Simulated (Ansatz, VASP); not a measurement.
# B: VASP beside Ansatz

```
B
1.0
    -1.11994    1.11994    2.67017
     1.11994   -1.11994    2.67017
     1.11994    1.11994   -2.67017
B
2
Direct
  0.34238 0.34238 0.00000
  0.65762 0.65762 0.00000
```

Alike in both runs: functional PBE; k mesh 10 × 10 × 10; occupations gaussian, width 0.1 eV; no spin polarisation.

Ansatz relaxed the structure, and its values are those at the end. VASP's run is a single point on that final structure, the one shown.

```csv
,VASP,Ansatz
version,VASP 6.6.1,Ansatz 0.2.0
potentials or method,"VASP PAW PBE potentials, release 64 (B)","scalar-relativistic, plane waves, PAW"
plane-wave cutoff (eV),520,420
valence electrons in the cell,6,6
```

Ansatz gave:

* gap on the k mesh at the Fermi level (eV): none
* pressure (GPa): 0.1
* rms of the force components (eV/Å): 0.007

Estimate VASP's values.

gap on the k mesh at the Fermi level (eV): none; pressure (GPa): 0.1; rms of the force components (eV/Å): 0.009.

A gap of «none» marks a metal or a gap that the smearing closes.

Caveats: the k mesh is coarse (spacing up to 0.40 Å⁻¹), so the values aren't converged.
